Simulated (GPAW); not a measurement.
# TiAl: band structure with BP86

TiAl:

```xyz
2
Lattice="3.3307 0.0000 0.0000 0.0000 3.3307 0.0000 0.0000 0.0000 3.3307" Properties=species:S:1:pos:R:3 pbc="T T T"
Ti    0.0000    0.0000    0.0000
Al    1.6653    1.6653    1.6653
```

The cell comes from a database or a generator and needn't be the stable form of this composition.

The cell isn't the ideal one: volume scaled by 1.15.

| Property | Result |
| --- | --- |
| Program | GPAW 26.7.0 |
| Task | band structure |
| Functional | BP86 |
| Potentials or basis | PAW data sets generated in the run's folder for this functional |
| Cutoff | 600 eV |
| Basis | pw |
| k mesh | 8 × 8 × 8 |
| Occupations | fermi-dirac, width 0.05 eV |
| Spin | collinear spin, random start |
| Starting moments | [1.04, 0.0] μB |
| Maxiter | 150 |
| Band path | GXMGRX,MR |
| Band points | 60 |

| Item | Value |
| --- | --- |
| Pressure | -11.2 GPa |
| Band gap along the path | none (metal or under the smearing width) |
| Net moment | 0.35 μB per cell |
| Site moments | Ti +0.23; Al -0.00 μB |

Levels at the corners of the path, in eV from the Fermi level:
Spin up:
```tsv
point	band 5	band 6	band 7	band 8	band 9	band 10
Γ	-8.66	-1.27	-1.27	1.39	1.39	1.39
X	-5.81	-4.80	-0.58	0.03	0.03	1.55
M	-4.69	-2.01	-2.01	-1.41	0.53	0.53
Γ	-8.66	-1.27	-1.27	1.39	1.39	1.39
R	-2.71	-2.71	-2.71	-0.17	2.11	2.11
X	-5.81	-4.80	-0.58	0.03	0.03	1.55
M	-4.69	-2.01	-2.01	-1.41	0.53	0.53
R	-2.71	-2.71	-2.71	-0.17	2.11	2.11
```
Spin down:
| point | band 5 | band 6 | band 7 | band 8 | band 9 | band 10 |
| --- | --- | --- | --- | --- | --- | --- |
| Γ | -8.59 | -1.02 | -1.02 | 1.59 | 1.59 | 1.59 |
| X | -5.78 | -4.68 | -0.29 | 0.20 | 0.20 | 1.75 |
| M | -4.64 | -1.95 | -1.95 | -1.17 | 0.72 | 0.72 |
| Γ | -8.59 | -1.02 | -1.02 | 1.59 | 1.59 | 1.59 |
| R | -2.62 | -2.62 | -2.62 | -0.18 | 2.42 | 2.42 |
| X | -5.78 | -4.68 | -0.29 | 0.20 | 0.20 | 1.75 |
| M | -4.64 | -1.95 | -1.95 | -1.17 | 0.72 | 0.72 |
| R | -2.62 | -2.62 | -2.62 | -0.18 | 2.42 | 2.42 |

Run time: 54 s on 1 thread of Arm Neoverse V1, on a shared host, peak memory 0.27 GiB.
